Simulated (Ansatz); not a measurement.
Working through a phonon calculation by linear response of BP, space group F-43m

Computed with the Python package of Ansatz (0.2.0).

Input file `POSCAR`:
```text
BP
1.0
   0.00000000    2.26900000    2.26900000
   2.26900000    0.00000000    2.26900000
   2.26900000    2.26900000    0.00000000
B P
1 1
Direct
   0.00000000    0.00000000    0.00000000
   0.25000000    0.25000000    0.25000000
```

Run as a notebook:

**Cell 1**
```python
from dataclasses import dataclass
from pathlib import Path

import ansatz as az
from ase.io import read
import numpy as np
```

**Cell 2**
```python
@dataclass(frozen=True)
class Options:
    xc: str = "pbesol"
    cutoff: int = 510
    occupations: str = "fixed"
    scf_tol: float = 1e-07
    kgrid: tuple[int, ...] = (6, 6, 6)
```

**Cell 3**
```python
cfg = Options()
```

**Cell 4**
```python
atoms = read("POSCAR", format="vasp")
structure = az.Crystal.from_ase(atoms)
```

**Cell 5**
```python
structure.resolved().sites[-1]
```
Output:
```text
Site(symbol='P', position=(0.25, 0.25, 0.25), moment=None, axis=None, held=None, saved=None)
```

**Cell 6**
```python
calculation = (
    structure.calculation()
    .functional(cfg.xc)
    .basis(cfg.cutoff)
    .occupations(cfg.occupations)
    .scf(tolerance=cfg.scf_tol)
    .kpoints(*cfg.kgrid)
    .phonons("dfpt", dielectric=True, lo_to_directions=[(1, 0, 0)])
)
done = calculation.run(threads=1, backend="cpu", runs_dir="runs")
ph = done.phonons
```
Output:
```text
DeckWarning: phonons.dielectric: true without phonons.rigid_motions: the static dielectric tensor ε⁰ will be withheld (ε∞, Z* and the rows of modes are given); for a crystal or a slab, whose only rigid motions are the translations, set phonons.rigid_motions: translations
RunWarning: field response: ε∞ stands inside a basis, on 6×6×6 points; the force constants stand on the 6×6×6 k-mesh, whose period is 10.22 times the interband length at k = (0.0000, 0.0000, 0.0000), direct gap 3.359 eV, under 14: take them and everything [...]
```

**Cell 7**
```python
print("Gamma modes (1/cm):", " ".join(f"{w:.1f}" for w in ph.gamma_omega_inv_cm))
print("in meV:", " ".join(f"{w * 0.1239842:.2f}" for w in ph.gamma_omega_inv_cm))
field = done.phonons_dielectric
print("eps_inf diagonal:", np.round(np.diag(field.eps_inf), 3))
for site, z in zip(done.lattice.sites, field.zstar_e):
    print(f"Born charge {site.symbol:2s}", np.round(np.diag(z), 3) + 0.0)
rows = (Path(done.output_folder) / "results" / "optical_modes.tsv").read_text().splitlines()
for line in rows:
    if not line.startswith("#"):
        print("  ".join(f"{float(v):.3f}" for v in line.split()[:8]))
```
Output:
```text
Gamma modes (1/cm): 0.0 0.0 0.0 803.8 803.8 803.8
in meV: 0.00 0.00 0.00 99.65 99.65 99.65
eps_inf diagonal: [9.308 9.308 9.308]
Born charge B  [-0.524 -0.524 -0.524]
Born charge P  [0.524 0.524 0.524]
0.000  0.000  0.000  803.754  3.000  2.368  0.034  -0.000
-0.577  0.577  0.577  803.754  2.000  1.578  0.023  0.011
-0.577  0.577  0.577  808.555  1.000  0.789  0.011  -0.011
```

Notes:
- The cell isn't relaxed first, so the values belong to this volume.
- The mesh doesn't settle the field response to the digits printed.
- The structure is a deposited one; some such entries were measured under pressure or heat, so a shift against it needn't be the functional's error alone.
- Warnings are shown shortened and without file and line.
- The structure is taken as given; imaginary modes can come from an unrelaxed or unstable start.
- Finished in 7 s on 1 thread of Intel(R) Xeon(R) 6975P-C (Granite Rapids) (shared host), peak memory 0.51 GiB.

(Lines on the test bed's own set-up are left out of the output.)
